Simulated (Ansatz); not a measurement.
Working through a projected density of states of BN, space group Cc

Program: Ansatz 0.2.0 through its Python package.

Input file `POSCAR`:
```text
BN
1.0
   1.64382100   -4.71553500    0.00000000
   1.64382100    4.71553500    0.00000000
  -1.19293100    0.00000000    4.18174300
B N
4 4
Direct
   0.43440000    0.56642700    0.00020400
   0.56642700    0.43440000    0.50020400
   0.17699900    0.56420200    0.49182100
   0.56420200    0.17699900    0.99182100
   0.38574000    0.77833900    0.84078300
   0.77833900    0.38574000    0.34078300
   0.37990600    0.51178700    0.32109300
   0.51178700    0.37990600    0.82109300
```

Notebook, run cell by cell (the value of a cell's last expression is shown):

```python
import warnings

import ansatz as az
from ase.io import read
import numpy as np
```

```python
atoms = read("POSCAR", format="vasp")
structure = az.Crystal.from_ase(atoms)
```

```python
job = (
    structure.calculation()
    .functional("LDA")
    .kpoints(6, 6, 4)
    .occupations("Fixed")
    .scf(extra_bands=22)
    .density_of_states(projected=True, method="smearing", broadening_width=0.15, energy_step=0.1)
)
with warnings.catch_warnings(record=True) as caught:
    warnings.simplefilter("always")
    out = job.run()
print("warnings raised:", sorted(w.category.__name__ for w in caught) or "none")
r = out.report
```

    warnings raised: ['DeckWarning']

```python
r["mixing_algorithm"], r["preconditioner"], r["eigensolver"]
```

    ('MSR1', 'none', 'band_cg')

```python
type(out).__name__, type(r).__name__
```

    ('RunOutcome', 'dict')

```python
r["free_energy_ev"]
```

    -2103.8611486554964

```python
dos = out.density_of_states()
energy = np.asarray(dos.energies_ev) - dos.fermi_ev
curves = {}
for site in out.projected_density_of_states().sites:
    for shell in site.shells:
        weight = sum(np.sum(curve.g_bin_mean_per_ev, axis=0) for curve in shell.curves)
        name = f"{site.species} {shell.label}"
        curves[name] = curves.get(name, 0) + weight
```

```python
step = energy[1] - energy[0]
windows = [(-8, -4), (-4, 0), (0, 4)]
print("states by shell in windows of E - E_F (eV):", windows)
for name, g in curves.items():
    print(f"{name:8s}", " ".join(f"{step * g[(energy >= a) & (energy < b)].sum():8.3f}" for a, b in windows))
filled = (energy < 0) & (energy > -8)
for name, g in curves.items():
    if g[filled].sum() * step > 0.5:
        print(f"centre of {name}: {np.average(energy[filled], weights=g[filled]):.2f} eV")
```

    states by shell in windows of E - E_F (eV): [(-8, -4), (-4, 0), (0, 4)]
    B 2S        0.881    0.121    0.027
    B 2P        2.830    2.279    0.735
    N 2S        0.275    0.107    0.009
    N 2P        6.950    7.819    0.184
    centre of B 2S: -6.02 eV
    centre of B 2P: -4.29 eV
    centre of N 2P: -3.79 eV

Caveats:
- Absolute energies stand on the zero of these potentials, so only differences at equal settings mean something. A total without «per atom» is that of the cell as typed.
- Semilocal gaps usually lie well under measured ones.
- Under fixed occupations the level called the Fermi level is the highest filled one on the SCF mesh; off the mesh a filled band can lie a little above it.
- The crystal has a gap of about 3.43 eV on the mesh; any density of states at or just above the Fermi level is the tail of the broadening.
- This cell is a computed structure, which may not be the phase found in nature.
- Curves are summed over the cell's atoms. Only shells that the potentials hold have channels, so projections don't add up to the total, least of all where a shell is missing (p of most metals); heights and places of peaks move with the mesh.
- The density of states is complete only as far up as bands were computed.
- A band centre counts only the states inside the window taken.
- Run time: 12 s on 1 thread of Arm Neoverse V1 (shared host), peak memory 0.44 GiB.
